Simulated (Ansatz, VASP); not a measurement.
SiC in VASP and in Ansatz

Contents of INCAR:

```
PREC = Accurate ; ENCUT = 520
EDIFF = 1E-7 ; ISMEAR = -1
SIGMA = 0.05 ; LREAL = False
LASPH = True ; NELM = 80
ALGO = Normal ; ISIF = 2
LWAVE = False ; LCHARG = False
GGA = CA ; NBANDS = 11
```

KPOINTS

```
regular mesh
0
Gamma
  17 17 17
```

The input POSCAR:

```
SiC
1.0
    0.0000000000      2.0092797727      2.0092797727
    2.0092797727      0.0000000000      2.0092797727
    2.0092797727      2.0092797727      0.0000000000
Si C
1 1
Direct
    0.0000000000      0.0000000000      0.0000000000
    0.2500000000      0.2500000000      0.2500000000
```

Input for Ansatz:

```yaml
crystal:
  lattice:
    - [0.0, 2.0092797727, 2.0092797727]
    - [2.0092797727, 0.0, 2.0092797727]
    - [2.0092797727, 2.0092797727, 0.0]
  atoms:
    - { symbol: Si, position: [0.0, 0.0, 0.0] }
    - { symbol: C, position: [0.25, 0.25, 0.25] }
kpoints:
  mp_grid: { grid: [17, 17, 17] }
scf:
  occupations: { method: fermi_dirac, width: 0.05 }
hamiltonian:
  xc: lda
  pseudopotentials: { kind: paw }
output:
  forces: true
  stress: true
  eigenvalues: true
  populations: true
```

Change from the starting cell: volume scaled by 0.8, PAW files.

Alike in both runs: task single point; functional LDA; k mesh 17 × 17 × 17; occupations fermi-dirac, width 0.05 eV; no spin polarisation.

```csv
,VASP,Ansatz
version,VASP 6.6.1,Ansatz 0.2.0
potentials or method,"VASP PAW LDA potentials, release 64 (Si, C)","PAW with Ansatz's default frozen-core files, scalar-relativistic"
plane-wave cutoff (eV),520,420
valence electrons in the cell,8,8
```

```tsv
	VASP	Ansatz	Ansatz less VASP
pressure (GPa)	78.7	78.1	-0.54
```

Caveats: the cell as given lies far from equilibrium; so large a pressure means that the cell lies far from this level's equilibrium, or that cutoff or potentials fall short (VASP); an odd mesh through Γ misses points on the zone boundary, where band edges often lie.
